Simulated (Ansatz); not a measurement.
Ca3B: before and after

Level of theory: DFT PBE, scalar-relativistic, plane waves, PAW in Ansatz. Settings: cutoff 420 eV, Γ-centred meshes no coarser than 0.19 Å⁻¹ for metals and 0.3 Å⁻¹ for insulators (2π included), Gaussian smearing.

The start was the Ni3Sn (D0_19) type (P6_3/mmc, No. 194), relaxed within its symmetry. A cell of 8 atoms (1 times the primitive one) was then disturbed at random, relaxed without symmetry and relaxed once more on a fine mesh. For metals, differences of a few meV/atom aren't resolved.

Before:

```
Ca B
1.0
     9.08808    0.00000    0.00000
    -4.54404    7.87050    0.00000
     0.00000    0.00000    3.76624
Ca B
6 2
Direct
  0.78866 0.57732 0.25000
  0.21134 0.78866 0.75000
  0.42268 0.21134 0.25000
  0.21134 0.42268 0.75000
  0.78866 0.21134 0.25000
  0.57732 0.78866 0.75000
  0.33333 0.66667 0.25000
  0.66667 0.33333 0.75000
```

After:

Space group P2_1/m (No. 11). a = 7.477 Å, b = 3.653 Å, c = 9.002 Å, α = 90.00°, β = 102.14°, γ = 90.00°
```json
{"atom": "Ca", "site": "2e", "symmetry": "m", "x": "0.0721", "y": "0.7500", "z": "0.8361"}
{"atom": "Ca", "site": "2e", "symmetry": "m", "x": "0.2470", "y": "0.2500", "z": "0.5030"}
{"atom": "Ca", "site": "2e", "symmetry": "m", "x": "0.6022", "y": "0.7500", "z": "0.8321"}
{"atom": "B", "site": "2e", "symmetry": "m", "x": "0.1873", "y": "0.7500", "z": "0.2755"}
```

Q: Is this a distortion of the same structure or a reconstruction, and what lowers the energy?

A: A distortion: the Ca–B network is kept, and P6_3/mmc (No. 194) becomes P2_1/m (No. 11). Each Ca has on average 11.3 Ca contacts in place of 8, longer on average (3.68 → 3.84 Å).

Q: What does it gain?

A: 168 meV/atom, with the volume going from 33.67 to 30.05 Å³/atom. Against the elements the energy goes from 0.43 to 0.26 eV/atom, so the compound stays hypothetical.

Cost: 4 runs of about 16 core-minutes in all, on Arm Neoverse V2 (shared hosts).